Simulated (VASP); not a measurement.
Input of a VASP 6.6.1 run:

Contents of INCAR:

```
SYSTEM = GaAs
PREC     = Accurate       ! precision mode
ENCUT    = 600            ! plane-wave cutoff, eV
EDIFF    = 1E-6           ! SCF threshold, eV
ISMEAR   = 0              ! smearing method
SIGMA    = 0.03           ! smearing width, eV
LREAL    = .False.        ! projectors in reciprocal space
LASPH    = .True.         ! aspherical terms in the spheres
NELM     = 80             ! most SCF steps
ALGO     = Normal         ! electronic algorithm
ISIF     = 3              ! what is computed and relaxed
LWAVE    = .False.        ! write WAVECAR
LCHARG   = .False.        ! write CHGCAR
GGA      = PE             ! functional
IBRION   = 2              ! ionic algorithm
NSW      = 90             ! ionic steps
EDIFFG   = -0.01          ! ionic threshold
```

KPOINTS

```
regular mesh
0
Gamma
  10 10 10
  0 0 0
```

The input POSCAR:

```
GaAs
1.0
    0.0000000000      2.8268500000      2.8268500000
    2.8268500000      0.0000000000      2.8268500000
    2.8268500000      2.8268500000      0.0000000000
Ga As
1 1
Direct
    0.0000000000      0.0000000000      0.0000000000
    0.2500000000      0.2500000000      0.2500000000
```

Potentials or basis: VASP PAW PBE potentials, release 64 (Ga_d, As).

Launch:

```sh
$ cat potpaw_PBE.64/Ga_d/POTCAR potpaw_PBE.64/As/POTCAR > POTCAR
$ mpirun -np 1 vasp_std > vasp.out
```

Problem. Predict the relaxed cell.

Solution. a = 4.066 Å, b = 4.066 Å, c = 4.066 Å, α = 60.00°, β = 60.00°, γ = 60.00°.

Problem. Estimate the space group after relaxing (to 0.05 Å).

Solution. F-43m (No. 216).

Step by step:
| step | energy change (eV) | largest force (eV/Å) | pressure (GPa) | volume (Å³) |
| --- | --- | --- | --- | --- |
| 1 | 0.0000 | 0.0000 | 3.45 | 45.18 |
| 2 | -0.0210 | 0.0000 | -1.02 | 48.43 |
| 3 | -0.0241 | 0.0000 | -0.06 | 47.53 |

PBE usually gives volumes a little too large and moduli too small. Zero-point motion and thermal expansion aren't in these numbers.
